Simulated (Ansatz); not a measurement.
SnO (zincblende), relaxed with r2SCAN. It is cubic, F-43m (No. 216); conventional cell a = 5.416 Å, 19.86 Å³ an atom. Sn is surrounded by 4 O at 2.35 Å; O is surrounded by 4 Sn at 2.35 Å.

```yaml
crystal:
  lattice:
    - [0.00000, 2.70821, 2.70821]
    - [2.70821, 0.00000, 2.70821]
    - [2.70821, 2.70821, 0.00000]
  atoms:
    - { symbol: Sn, position: [0.00000, 0.00000, 0.00000] }
    - { symbol: O, position: [0.25000, 0.25000, 0.25000] }
```

The questions ask for values computed with Ansatz 0.2.0 on this geometry. Simulation only: non-magnetic, and no claim that this is the phase found in nature.

**Question.** What gap does PBE give, and where are the band edges?

**Answer.** With PBE the bands overlap by 0.19 eV (counted from 1, band 10 peaks at W and band 11 bottoms out at X): no gap.

**Question.** How does the gap change from PBE to LDA (8×8×8)?

**Answer.** With LDA the bands overlap by 0.20 eV (counted from 1, band 10 peaks at W and band 11 bottoms out at X): no gap.

**Question.** How does the gap change from PBE to r2SCAN (8×8×8)?

**Answer.** r2SCAN gives no gap: the lowest nominally empty band dips 0.19 eV below the top of the last filled one (its bottom at X, the top at W), so the cell is a metal or semimetal at this level.

**Question.** What do these levels agree on?

**Answer.** No level opens a gap, but no hybrid is among them, and semilocal functionals can close a real gap.
